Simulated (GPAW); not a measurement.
# ZnSe (Stilleite) (F-43m) in GPAW: settings compared, part 3 of 3

GPAW 26.7.0. The steps go on from the part before.

**5. Band structure, PBE**

Contents of run.py:

```python
from ase.dft.bandgap import bandgap
from ase.io import read, write
from ase.units import GPa
from gpaw import GPAW, PW, setup_paths

setup_paths.insert(0, '.')

atoms = read('ZnSe.cif')

calc = GPAW(mode=PW(600),
            xc='PBE',
            kpts={'size': (7, 7, 7), 'gamma': True},
            occupations={'name': 'fermi-dirac', 'width': 0.05},
            setups={'Se': 'jth', 'Zn': 'jth'},
            nbands=-9,
            convergence={'density': 1e-05, 'energy': 1e-05},
            maxiter=150,
            txt='gpaw.txt')
atoms.calc = calc
energy = atoms.get_potential_energy()
forces = atoms.get_forces()
stress = atoms.get_stress()
calc.write('gs.gpw')
write('result.traj', atoms)
print(f'Energy: {energy:.6f} eV')
print('Forces (eV/A):')
print(forces.round(4))
print('Stress (GPa):', (stress / GPa).round(3))
print('Fermi level:', round(calc.get_fermi_level(), 4), 'eV')
print(f'Gap: {bandgap(calc)[0]:.4f} eV, direct: {bandgap(calc, direct=True)[0]:.4f} eV')

path = atoms.cell.bandpath('GXWKGLUWLK,UX', npoints=80, eps=1e-4)
bs_calc = calc.fixed_density(kpts=path, symmetry='off', nbands=-19,
                             convergence={'bands': 'CBM+6.0', 'eigenstates': 1e-6}, txt='bands.txt')
bs = bs_calc.band_structure()
bs.write('bs.json')
print(f'Gap on the path: {bandgap(bs_calc)[0]:.4f} eV')
```

Contents of ZnSe.cif:

```cif
data_ZnSe
_cell_length_a 4.00759839
_cell_length_b 4.00759839
_cell_length_c 4.00759839
_cell_angle_alpha 60.00000000
_cell_angle_beta 60.00000000
_cell_angle_gamma 60.00000000
_space_group_name_H-M_alt 'P1'
_space_group_name_Hall 'P 1'
_space_group_IT_number 1
loop_
_space_group_symop_operation_xyz
'x,y,z'
loop_
_atom_site_label
_atom_site_type_symbol
_atom_site_symmetry_multiplicity
_atom_site_Wyckoff_symbol
_atom_site_fract_x
_atom_site_fract_y
_atom_site_fract_z
_atom_site_occupancy
Se1 Se 1 a 0.7500000000 0.7500000000 0.7500000000 1
Zn1 Zn 1 a 0.0000000000 0.0000000000 0.0000000000 1
```

Potentials or basis: JTH PAW 2.0, PBE, pw.

Started as:

```
> OMP_NUM_THREADS=1 python run.py
```

gpaw.txt:

```text
__  _  _
 | _ |_)|_||  |
 |__||  | ||/\| - 26.7.0

Input parameters:
  mode=PW(ecut=600.0),
  convergence={'density': 1e-05, 'energy': 1e-05},
  kpts=MonkhorstPack(size=(7, 7, 7), gamma=True),
  maxiter=150,
  nbands=-9,
  occupations=Occupations(name='fermi-dirac', width=0.05),
  setups={'Se': 'jth', 'Zn': 'jth'},
  xc=XC(name='PBE')

Diagonalizing LCAO Hamiltonian
Converting LCAO to pw mode

                         Se

       Zn

Atoms  # Å, Bohr magnetons
|   | symbol |        x |        y |        z |    initial magnetic moments |
|---|--------|----------|----------|----------|-----------------------------|
| 0 |     Se | 6.011398 | 3.470682 | 2.454143 | ( 0.0000,  0.0000,  0.0000) |
| 1 |     Zn | 0.000000 | 0.000000 | 0.000000 | ( 0.0000,  0.0000,  0.0000) |

Unit cell  # Å
| periodic |        x |        y |        z |  lengths |    angles |
|----------|----------|----------|----------|----------|-----------|
|      yes | 4.007598 | 0.000000 | 0.000000 | 4.007598 | 60.000000 |
|      yes | 2.003799 | 3.470682 | 0.000000 | 4.007598 | 60.000000 |
|      yes | 2.003799 | 1.156894 | 3.272190 | 4.007598 | 60.000000 |

Number of symmetries: 24
Symmetry operations  # r_c * U_cc + t_c -> r_c
|    | kind |            matrix            |
|----|------|------------------------------|
|  0 |  E   |  1, 0, 0,  0, 1, 0,  0, 0, 1 |
|  1 |  σ   |  1, 0, 0,  0, 0, 1,  0, 1, 0 |
|  2 |  σ   |  1, 0,-1,  0, 1,-1,  0, 0,-1 |
|  3 |  C3  |  1, 0,-1,  0, 0,-1,  0, 1,-1 |
|  4 |  C3  |  1,-1, 0,  0,-1, 1,  0,-1, 0 |
|  5 |  σ   |  1,-1, 0,  0,-1, 0,  0,-1, 1 |
|  6 |  σ   |  0, 1, 0,  1, 0, 0,  0, 0, 1 |
|  7 |  C3  |  0, 1, 0,  0, 0, 1,  1, 0, 0 |
|  8 |  C2  |  0, 1,-1,  1, 0,-1,  0, 0,-1 |
|  9 |  S4  |  0, 1,-1,  0, 0,-1,  1, 0,-1 |
| 10 |  C3  |  0, 0, 1,  1, 0, 0,  0, 1, 0 |
| 11 |  σ   |  0, 0, 1,  0, 1, 0,  1, 0, 0 |
| 12 |  S4  |  0, 0,-1,  1, 0,-1,  0, 1,-1 |
| 13 |  C3  |  0, 0,-1,  0, 1,-1,  1, 0,-1 |
| 14 |  S4  |  0,-1, 1,  1,-1, 0,  0,-1, 0 |
| 15 |  C2  |  0,-1, 1,  0,-1, 0,  1,-1, 0 |
| 16 |  C3  |  0,-1, 0,  1,-1, 0,  0,-1, 1 |
| 17 |  S4  |  0,-1, 0,  0,-1, 1,  1,-1, 0 |
| 18 |  S4  | -1, 1, 0, -1, 0, 1, -1, 0, 0 |
| 19 |  C3  | -1, 1, 0, -1, 0, 0, -1, 0, 1 |
| 20 |  C3  | -1, 0, 1, -1, 1, 0, -1, 0, 0 |
| 21 |  S4  | -1, 0, 1, -1, 0, 0, -1, 1, 0 |
| 22 |  σ   | -1, 0, 0, -1, 1, 0, -1, 0, 1 |
| 23 |  C2  | -1, 0, 0, -1, 0, 1, -1, 1, 0 |

BZ-sampling:
  Number of BZ points: 343
  Number of IBZ points: 20

  Monkhorst-Pack size: [7, 7, 7]
  Monkhorst-Pack shift: [0, 0, 0]

K-points  # in reciprocal-cell coordinates
|     |                                coordinates |     weight |
|-----|--------------------------------------------|------------|
|   0 | (  0.00000000,   0.00000000,   0.00000000) | 0.00291545 |
|   1 | (  0.14285714,   0.14285714,   0.00000000) | 0.01749271 |
|   2 | (  0.14285714,   0.14285714,   0.14285714) | 0.02332362 |
|   3 | (  0.28571429,   0.14285714,   0.14285714) | 0.03498542 |
|   4 | (  0.28571429,   0.28571429,   0.00000000) | 0.01749271 |
|   5 | (  0.28571429,   0.28571429,   0.14285714) | 0.06997085 |
|   6 | (  0.28571429,   0.28571429,   0.28571429) | 0.02332362 |
|   7 | (  0.42857143,  -0.28571429,  -0.28571429) | 0.03498542 |
|   8 | (  0.42857143,   0.28571429,  -0.42857143) | 0.13994169 |
|   9 | (  0.42857143,   0.28571429,  -0.28571429) | 0.06997085 |
| ... |                                            |            |
|  19 | (  0.42857143,   0.42857143,   0.42857143) | 0.02332362 |

Plane wave coefficients: 1532
Cutoff: 600.0 eV

Spin-components: 1 (collinear spins)
Bands:           18
Projectors:      10
Spin-degeneracy: 2
Datatype:        complex128

Parallelization:
  kpt:    1
  domain: 1
  band:   1

Density:
  Valence electrons: 18.0
  Components: 1
  Grid points: [24 24 24]
  Charge: 0.0  # |e|

Potential:
  Grid points: [24 24 24]

species:
  Se:
    name:    Selenium
    Z:       34.0
    valence: 6
    core:    28
    charge:  0.0  # [|e|]
    compensation charges:
      type: bessel
      rc: 1.06  # [Å]
      lmax: 2
    cutoffs:
      filter: 1.17  # [Å]
      core: 2.70  # [Å]
    projectors
    | kind |    occ | energy [eV] | rcut [Å] |
    |------|--------|-------------|----------|
    |   4s |  2.000 |     -17.287 |    1.170 |
    |    s |        |      20.409 |    1.170 |
    |   4p |  4.000 |      -6.511 |    1.008 |
    |    p |        |      40.817 |    1.008 |

    Using partial waves for Se as LCAO basis

  Zn:
    name:    Zinc
    Z:       30.0
    valence: 12
    core:    18
    charge:  0.0  # [|e|]
    compensation charges:
      type: sinc
      rc: 0.96  # [Å]
      lmax: 2
    cutoffs:
      filter: 1.22  # [Å]
      core: 2.29  # [Å]
    projectors
    | kind |    occ | energy [eV] | rcut [Å] |
    |------|--------|-------------|----------|
    |   4s |  2.000 |      -5.979 |    1.114 |
    |    s |        |      54.423 |    1.114 |
    |    p |        |       0.000 |    1.221 |
    |    p |        |      68.028 |    1.221 |
    |   3d | 10.000 |     -10.140 |    1.059 |
    |    d |        |      40.817 |    1.059 |

    Using partial waves for Zn as LCAO basis

Reference energy: -114994.835229  # eV

eigensolver:
  PPCG
  Converge bands: occupied
  niter=2

density mixing:
  MSR1-Mixer
  Pratt-step length: 0.05
  Maximum mixing coefficient: 0.75
  Old densities: 10
  SVD Regularization: 0.005
  Good broyden scale: 1.0
  Trust region scale: 1.0
  Backstep threshold: 4.0
  History deletion threshold: 6.0
  Fourier metric: weight=20.0, sigma=0.015

occupation numbers:
  Fermi-Dirac:
    width: 0.0500  # eV

poisson solver:
  ecut: 4800.0  # eV

xc functional:
  name: PBE with 2 nearest neighbor stencil

convergence criteria:
- Maximum integral of absolute [dens]ity change: 1e-05 electrons / valence electron
- Maximum [total energy] change in last 3 cyles: 1e-05 eV / valence electron
- Maximum integral of absolute [eigenst]ate change: 4e-08 eV^2 / valence electron
maximum number of iterations: 150

SCF iterations
|iter     | |      energy | eigst |  dens |
|---------|-|-------------|-------|-------|
|iter:   1| |   -6.228951 | +0.41 |       |
|iter:   2| |   -6.181054 | -1.80 | -1.24 |
|iter:   3| |   -5.979298 | -1.26 | -1.28 |
|iter:   4| |   -5.974689 | -2.19 | -1.87 |
|iter:   5| |   -5.975629 | -3.30 | -2.44 |
|iter:   6| |   -5.975583 | -4.21 | -3.09 |
|iter:   7| |   -5.975603c| -5.16 | -3.45 |
|iter:   8| |   -5.975605c| -5.88 | -4.01 |
|iter:   9| |   -5.975605c| -6.98 | -4.76 |
|iter:  10| |   -5.975605c| -7.56c| -5.55c|

Converged in 10 steps
Energy contributions relative to reference atoms: (reference = -114994.835229)

Energy contributions:
  Kinetic:          11.034931
  Coulomb:          -9.209006
  Zero:              0.091835
  External:          0.000000
  Xc:               -7.893366
  Entropy:          -0.000000
  Spinorbit:         0.000000
  ----------------------------
  Free energy:      -5.975605
  Extrapolated:     -5.975605

dipole moment: (-14.686013, -8.478974, -5.995540)  # |e|*Ang

Fermi level: 3.573
Eigenvalues  # (at kpt = [0.000, 0.000, 0.000])
| band index |      eig [eV] | occ [0-2] |
|------------|---------------|-----------|
|          0 |       -10.369 |     2.000 |
|          1 |        -3.643 |     2.000 |
|          2 |        -3.643 |     2.000 |
|          3 |        -3.643 |     2.000 |
|          4 |        -3.274 |     2.000 |
|          5 |        -3.274 |     2.000 |
[... 10 lines left out ...]
|         16 |        16.045 |     0.000 |
|         17 |        16.045 |     0.000 |

Gap: 1.301 eV
Transition (v -> c):
  (s=0, k=0, n=8, [0.00, 0.00, 0.00]) -> (s=0, k=0, n=9, [0.00, 0.00, 0.00])
No difference between direct/indirect transitions

Forces  # eV/Ang
|        x |        y |        z |
|----------|----------|----------|
| -0.00000 | -0.00000 |  0.00000 |  # Se   0
|  0.00000 |  0.00000 | -0.00000 |  # Zn   1

Stress tensor  # eV/Ang^3
|         x |         y |         z |
|-----------|-----------|-----------|
| -0.018815 |  0.000000 |  0.000000 |
|  0.000000 | -0.018815 |  0.000000 |
|  0.000000 | -0.000000 | -0.018815 |

# Writing to gs.gpw (mode='')
```

Run time: 28 s. Hardware: 1 thread of Intel Xeon 6975P-C (Granite Rapids), shared host; peak memory 0.25 GiB.

Results:

```
Free energy             : -5.9756 eV
Pressure                : 3.0 GPa
Band gap on the k mesh  : 1.30 eV, direct
Band gap along the path : 1.30 eV, direct
```

Levels at the corners of the path, in eV from the valence-band top:
```csv
point,band 7,band 8,band 9,band 10,band 11,band 12
Γ,0.00,0.00,0.00,1.30,5.81,5.81
X,-4.75,-2.19,-2.19,3.00,3.46,10.75
W,-4.69,-2.76,-2.66,5.50,5.55,6.99
K,-4.72,-3.08,-1.79,3.59,5.61,9.08
Γ,0.00,0.00,0.00,1.30,5.81,5.81
L,-5.22,-0.87,-0.87,2.55,6.39,6.39
U,-4.72,-3.08,-1.79,3.59,5.61,9.08
W,-4.69,-2.76,-2.66,5.50,5.55,6.99
L,-5.22,-0.87,-0.87,2.55,6.39,6.39
K,-4.72,-3.08,-1.79,3.59,5.61,9.08
U,-4.72,-3.08,-1.79,3.59,5.61,9.08
X,-4.75,-2.19,-2.19,3.00,3.46,10.75
```

Caveat: the program truncates these outside data sets.

**6. Equation of state, OLYP+D4**

Contents of run.py:

```python
from ase import Atoms
from ase.calculators.mixing import SumCalculator
from ase.eos import EquationOfState
from ase.io import Trajectory
from ase.units import GPa
from dftd4.ase import DFTD4
from gpaw import GPAW, PW, setup_paths

setup_paths.insert(0, '.')

atoms = Atoms(['Se', 'Zn'],
              cell=[[0.0, 2.8338, 2.8338],
                    [2.8338, 0.0, 2.8338],
                    [2.8338, 2.8338, 0.0]],
              scaled_positions=[[0.75, 0.75, 0.75],
                                [0.0, 0.0, 0.0]],
              pbc=True)

traj = Trajectory('eos.traj', 'w')
volumes, energies = [], []
for x in [0.94, 0.96, 0.98, 1.0, 1.02, 1.04, 1.06]:
    a = atoms.copy()
    a.set_cell(atoms.cell * x**(1 / 3), scale_atoms=True)
    calc = GPAW(mode=PW(600),
                xc='GGA_X_OPTX+GGA_C_LYP',
                kpts={'size': (7, 7, 7), 'gamma': True},
                occupations={'name': 'fermi-dirac', 'width': 0.05},
                nbands=18,
                convergence={'density': 1e-05, 'energy': 1e-05},
                eigensolver='davidson',
                maxiter=150,
                txt=f'eos-{x:.2f}.txt')
    a.calc = SumCalculator([calc, DFTD4(method='olyp')])
    energies.append(a.get_potential_energy())
    volumes.append(a.get_volume())
    p = -a.get_stress()[:3].mean() / GPa
    calc.write(f'eos-{x:.2f}.gpw')
    traj.write(a)
    print(f'{x:.2f} {volumes[-1]:10.4f} A^3 {energies[-1]:14.6f} eV {p:9.3f} GPa', flush=True)

v0, e0, B = EquationOfState(volumes, energies, eos='birchmurnaghan').fit()
print(f'V0 = {v0:.4f} A^3, E0 = {e0:.6f} eV, B0 = {B / GPa:.2f} GPa')
```

Potentials or basis: PAW data sets generated in the run's folder for this functional, pw.

Started as:

```
> gpaw-setup -f GGA_X_OPTX+GGA_C_LYP Se Zn
> OMP_NUM_THREADS=1 python run.py
```

Wall time 46 s (1 thread of Intel Xeon 6975P-C (Granite Rapids), shared host); peak memory 0.26 GiB.

Results (log left out):

| Quantity | Value |
| --- | --- |
| Equilibrium volume | 22.20 Å³/atom |
| Bulk modulus | 63 GPa |
| Pressure derivative of the bulk modulus | 4.6 |

Energy against volume, from the lowest point:
| volume (Å³/atom) | energy (meV/atom) |
| --- | --- |
| 21.391 | 6.09 |
| 21.846 | 1.04 |
| 22.301 | 0.00 |
| 22.757 | 2.57 |
| 23.212 | 8.33 |
| 23.667 | 16.94 |
| 24.122 | 28.11 |

**7. The runs side by side**

| task | level | potentials or basis | band path | band points | data set | eigensolver | gap on the mesh (eV) | pressure (GPa) |
| --- | --- | --- | --- | --- | --- | --- | --- | --- |
| equation of state | SCAN | GPAW PAW data sets (gpaw-data 1.2.1), pw | - | - | - | - | - | - |
| equation of state | vdW-DF | GPAW PAW data sets (gpaw-data 1.2.1), pw | - | - | - | - | - | - |
| band structure | LDA | PAW data sets generated in the run's folder for this functional, pw | GXWKGLUWLK,UX | 80 | - | - | 1.04 | -3.6 |
| band structure | PBE | JTH PAW 2.0, PBE, pw | GXWKGLUWLK,UX | 80 | Se jth, Zn jth | - | 1.30 | 3.0 |
| equation of state | OLYP+D4 | PAW data sets generated in the run's folder for this functional, pw | - | - | - | davidson | - | - |

Alike in all rows: no spin polarisation; cell as given; k mesh 7 × 7 × 7; cutoff (eV) 600; smearing fermi-dirac 0.05 eV.

Caveats: the PAW data sets were made with another functional, which shifts forces and pressure a little (some runs); the points scatter about the fit (some runs); the minimum lies outside the volumes run (some runs); the program truncates these outside data sets (some runs).

Absolute energies hang on the potentials; compare differences alone.

**8. How close it comes**

Step 4. Measured gap of ZnSe: 2.695 eV (an exciton energy, a little under the gap; 300 K; “Alloy Disordering Effects on the Thermal Conductivity and Energy Gap Temperature Dependence of Cd1−xZnxSe Ternary Crystals Grown by the Bridgman Method”, 2023, pmc:10253836). This calculation gives 1.04 eV (-1.65 eV). So large a miss can be the level of theory's own, or it may mean another phase, state or a wrong row. Spin-orbit coupling on Se is left out. The value is that of LDA, without temperature or zero-point motion. Semilocal functionals fall short of measured gaps as a rule.

Step 5. Measured gap of ZnSe: 2.695 eV (an exciton energy, a little under the gap; 300 K; “Alloy Disordering Effects on the Thermal Conductivity and Energy Gap Temperature Dependence of Cd1−xZnxSe Ternary Crystals Grown by the Bridgman Method”, 2023, pmc:10253836). This calculation gives 1.30 eV (-1.39 eV). So large a miss can be the level of theory's own, or it may mean another phase, state or a wrong row. Spin-orbit coupling on Se is left out. The value is that of PBE, without temperature or zero-point motion. Semilocal functionals fall short of measured gaps as a rule.
